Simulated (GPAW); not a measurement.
Input of a GPAW 26.7.0 run:

Contents of run.py:

```python
from ase import Atoms
from ase.dft.bandgap import bandgap
from ase.io import write
from ase.units import GPa
from gpaw import GPAW, PW, setup_paths

setup_paths.insert(0, '.')

atoms = Atoms(['Ga'],
              cell=[[-1.3843987196, 1.3843987196, 2.3112238365],
                    [1.3843987196, -1.3843987196, 2.3112238365],
                    [1.3843987196, 1.3843987196, -2.3112238365]],
              scaled_positions=[[0.0, 0.0, 0.0]],
              pbc=True)

calc = GPAW(mode=PW(600),
            xc='PBEsol',
            kpts={'size': (13, 13, 13), 'gamma': True},
            occupations={'name': 'fermi-dirac', 'width': 0.05},
            nbands=7,
            convergence={'density': 1e-05, 'energy': 1e-05},
            maxiter=150,
            txt='gpaw.txt')
atoms.calc = calc
energy = atoms.get_potential_energy()
forces = atoms.get_forces()
stress = atoms.get_stress()
calc.write('gs.gpw')
write('result.traj', atoms)
print(f'Energy: {energy:.6f} eV')
print('Forces (eV/A):')
print(forces.round(4))
print('Stress (GPa):', (stress / GPa).round(3))
print('Fermi level:', round(calc.get_fermi_level(), 4), 'eV')
print(f'Gap: {bandgap(calc)[0]:.4f} eV, direct: {bandgap(calc, direct=True)[0]:.4f} eV')
```

Potentials or basis: PAW data sets generated in the run's folder for this functional, pw.

The run is started by

```console
$ gpaw-setup -f PBEsol Ga
$ OMP_NUM_THREADS=1 python run.py
```

Question: Predict the band gap on the k mesh.

Answer: None (metal or under the smearing width).

Question: Predict the pressure.

Answer: 0.1 GPa.

Stress tensor (GPa, compression positive):
```
 0.27  0.00  0.00
 0.00  0.27  0.00
 0.00  0.00 -0.33
```
